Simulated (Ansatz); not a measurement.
# BeSe (F-43m): zero-pressure volume and bulk modulus with LDA

An exercise on one series of results from a longer session: the logs are not shown, and one member is left open.

Computed with Ansatz 0.2.0 (DFT LDA, scalar-relativistic, plane waves, PAW, unless a step's input says otherwise).

### Starting point

It takes space group F-43m (No. 216, cubic). Conventional cell: a = 5.070 Å, b = 5.070 Å, c = 5.070 Å, α = 90.00°, β = 90.00°, γ = 90.00°. Be (site symmetry -43m) has 4 Se at 2.20 Å in its first shell of neighbours. Around Se (site symmetry -43m) lie 4 Be at 2.20 Å.

Structure file:

```
Be Se
1.0
     0.00000    2.53500    2.53500
     2.53500    0.00000    2.53500
     2.53500    2.53500    0.00000
Be Se
1 1
Direct
  0.00000 0.00000 0.00000
  0.75000 0.75000 0.75000
```

An earlier run on this cell at PBE gave 5.36 GPa at 16.291 Å³/atom (8×8×8 mesh), mesh gap 2.54 eV. The cell is compressed at this level.

The first run:

Input file input.yaml:

```yaml
crystal:
  lattice:
    - [0.0, 2.535001018, 2.535001018]
    - [2.535001018, 0.0, 2.535001018]
    - [2.535001018, 2.535001018, 0.0]
  atoms:
    - { symbol: Be, position: [0.0, 0.0, 0.0] }
    - { symbol: Se, position: [0.75, 0.75, 0.75] }
basis:
  ecutwfc: 420
  ecutrho_ratio: 4
kpoints:
  mp_grid: { grid: [8, 8, 8] }
hamiltonian:
  xc: lda
scf:
  occupations: { method: gaussian, width: 0.05 }
output:
  forces: true
  stress: true
  eigenvalues: true
```

Launch:

```sh
ansatz run input.yaml --threads 4 --pin off --max-ram 8192MiB --backend cpu --events-out ev --progress --plain --runs-dir out
```

Among the steps run: At the given cell; Stepping to 16.356 Å³/atom; Stepping to 16.402 Å³/atom; Volume × 0.98 of the new zero; Volume × 1.02 of the new zero; Volume × 0.96 of the new zero; Volume × 1.04 of the new zero.

One of the session's tables, all rows but one given; the rest of the session is left out.

It belongs to the step «Energy and pressure against volume». 

| volume (Å³/atom) | energy (meV/atom) | pressure (GPa) |
| --- | --- | --- |
| 15.746 | 7.34 | 3.71 |
| 16.074 | ? | ? |
| 16.402 | 0.00 | 0.00 |
| 16.730 | 1.66 | -1.60 |
| 17.058 | 6.45 | -3.05 |

Q: Estimate the row for volume (Å³/atom) = 16.074 from the others.

Worked estimate for «energy (meV/atom)». A straight line through the neighbours (15.746, 7.34) and (16.402, 0.00) gives 7.34 + (0.00 − 7.34) × (16.074 − 15.746) / (16.402 − 15.746) = 3.67; a parabola fitted to 3 rows on both sides gives 1.89.

As computed: energy (meV/atom): 1.77; pressure (GPa): 1.76. In «energy (meV/atom)» the line misses by +1.90 and the parabola by +0.12.
